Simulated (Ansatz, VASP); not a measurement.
## Ca in VASP and in Ansatz

INCAR

```
PREC = Accurate
ENCUT = 520
EDIFF = 1E-7
ISMEAR = 0
SIGMA = 0.15
LREAL = F
LASPH = T
NELM = 80
ALGO = Fast
ISIF = 2
LWAVE = F
LCHARG = F
GGA = PE
NBANDS = 11
```

KPOINTS

```
regular mesh
0
Gamma
  14 14 14
```

POSCAR

```
Ca
1.0
    0.0000000000      2.7942000000      2.7942000000
    2.7942000000      0.0000000000      2.7942000000
    2.7942000000      2.7942000000      0.0000000000
Ca
1
Direct
    0.0000000000      0.0000000000      0.0000000000
```

Input for Ansatz:

```yaml
crystal:
  lattice:
    - [0.0, 2.7942, 2.7942]
    - [2.7942, 0.0, 2.7942]
    - [2.7942, 2.7942, 0.0]
  atoms:
    - { symbol: Ca, position: [0.0, 0.0, 0.0] }
basis:
  ecutwfc: 420
kpoints:
  mp_grid: { grid: [14, 14, 14] }
hamiltonian:
  xc: pbe
scf:
  occupations: { method: gaussian, width: 0.15 }
output:
  forces: true
  stress: true
  eigenvalues: true
```

Alike in both runs: task single point; functional PBE; k mesh 14 × 14 × 14; occupations gaussian, width 0.15 eV; no spin polarisation.

|  | VASP | Ansatz |
| --- | --- | --- |
| version | VASP 6.6.1 | Ansatz 0.2.0 |
| potentials or method | VASP PAW PBE potentials, release 64 (Ca_sv) | scalar-relativistic, plane waves, PAW |
| plane-wave cutoff (eV) | 520 | 420 |
| valence electrons in the cell | 10 | 10 |

VASP gave:

```
gap on the k mesh at the Fermi level (eV) : none
pressure (GPa)                            : -0.5
```

Problem. Estimate Ansatz's values.

Solution. gap on the k mesh at the Fermi level (eV): none; pressure (GPa): -0.6.

A gap of «none» marks a metal or a gap that the smearing closes.
